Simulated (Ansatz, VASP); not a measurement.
**KCl: VASP beside Ansatz**

```
K Cl
1.0
     0.00000    3.49802    3.49802
     3.49802    0.00000    3.49802
     3.49802    3.49802    0.00000
K Cl
1 1
Direct
  0.00000 0.00000 0.00000
  0.25000 0.25000 0.25000
```

Alike in both runs: task single point; functional PBE; k mesh 6 × 6 × 6; no spin polarisation.

```csv
,VASP,Ansatz
version,VASP 6.6.1,Ansatz 0.2.0
potentials or method,"VASP PAW PBE potentials, release 64 (K_sv, Cl)","plane waves, PAW"
plane-wave cutoff (eV),520,420
occupations,"gaussian, width 0.01 eV",fixed
valence electrons in the cell,16,16
```

|  | VASP | Ansatz | Ansatz less VASP |
| --- | --- | --- | --- |
| gap on the k mesh at the Fermi level (eV) | 4.79 | 4.79 | +0.001 |
| pressure (GPa) | 0.4 | 0.4 | -0.01 |

A k mesh can miss the band edges.
